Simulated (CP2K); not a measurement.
# AlN in CP2K: the effect of functional

AlN:

```
Al N
1.0
     3.08863    0.00000    0.00000
     1.54432    2.67483    0.00000
     1.54432    0.89161    2.52186
Al N
1 1
Cartesian
  0.0000 0.0000 0.0000
  1.5443 0.8916 0.6305
```

Measurements of this composition are mostly on another form, of space group No. 186.

Alike in all runs:

* Program: CP2K 2026.2
* Task: band structure
* Potentials or basis: POTENTIAL_UZH Al GTH-PBE-q3, N GTH-PBE-q5; TZVP-MOLOPT-PBE-GTH basis
* Density cutoff: 9184 eV
* k mesh: 10 × 10 × 10
* Occupations: fermi-dirac, width 0.05 eV
* Spin: no spin polarisation

**Question.** One run gave: gap on the mesh 3.91 eV; pressure 5.7 GPa. Which functional did it use?
A. PBE
B. MS2
C. LDA
D. vdW-DF2
E. AM05

**Answer.** D.

```tsv
functional	gap on the mesh (eV)	pressure (GPa)
PBE	3.32	3.8
LDA	3.16	3.5
AM05	3.15	3.5
vdW-DF2	3.91	5.7
vdW-DF-cx	3.31	2.8
MS2	3.77	-0.6
```

Caveats: the basis of atomic orbitals isn't converged, which shifts pressures, moduli and gaps; the potentials were made for another functional, which shifts forces and pressure (some runs).

